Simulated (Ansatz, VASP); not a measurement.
# Ti in VASP and in Ansatz

```
Ti
1.0
     0.00000    2.06547    2.06547
     2.06547    0.00000    2.06547
     2.06547    2.06547    0.00000
Ti
1
Direct
  0.00000 0.00000 0.00000
```

This isn't the form of Ti at room conditions, which is hcp.

Alike in both runs: task single point; functional LDA; k mesh 14 × 14 × 14; occupations gaussian, width 0.1 eV; no spin polarisation.

|  | VASP | Ansatz |
| --- | --- | --- |
| version | VASP 6.6.1 | Ansatz 0.2.0 |
| potentials or method | VASP PAW LDA potentials, release 64 (Ti_sv) | plane waves, PAW |
| plane-wave cutoff (eV) | 520 | 500 |
| valence electrons in the cell | 12 | 12 |

```tsv
	VASP	Ansatz	Ansatz less VASP
pressure (GPa)	-9.9	-9.9	+0.07
```
